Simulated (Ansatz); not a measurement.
# TiAl: a sublattice moved along a line

All numbers below come from DFT r2SCAN, scalar-relativistic, plane waves, PAW (Ansatz). Cutoff 500 eV, Γ-centred 16×16×12 k-points, Gaussian smearing of 0.15 eV. No spin polarisation. Energies are free energies at this smearing, counted from the undisturbed cell; pressure is positive in compression.

Zero of the scan (as given, not relaxed at this level; it stands at -2.0 GPa, and it needn't be the usual structure):

```yaml
crystal:
  lattice:
    - [2.83730, 0.00000, 0.00000]
    - [0.00000, 2.83730, 0.00000]
    - [0.00000, 0.00000, 4.05910]
  atoms:
    - { symbol: Ti, position: [0.00000, 0.00000, 0.00000] }
    - { symbol: Al, position: [0.50000, 0.50000, 0.50000] }
```

Every Al atom is moved by x along the Cartesian unit vector (-1.000, 0.000, 0.000); the cell and all other atoms stay fixed. The cell is metallic on the mesh throughout.

| x (Å) | ΔE (meV/cell) |
| --- | --- |
| -0.1000 | 23.8 |
| -0.0500 | 6.0 |
| 0.0000 | 0.0 |
| 0.0125 | 0.4 |
| 0.0250 | 1.5 |
| 0.0375 | 3.3 |
| 0.0625 | 9.3 |
| 0.0750 | 13.4 |
| 0.0875 | 18.2 |

(1) Predict the force along x on the moved atoms (eV/Å) at each point.

Answers

(1)
```
  x (Å) force along x on the moved atoms (eV/Å)
-0.1000                                     0.47
-0.0500                                     0.24
 0.0000                                     0.00
 0.0125                                    -0.06
 0.0250                                    -0.12
 0.0375                                    -0.18
 0.0625                                    -0.30
 0.0750                                    -0.36
 0.0875                                    -0.42
```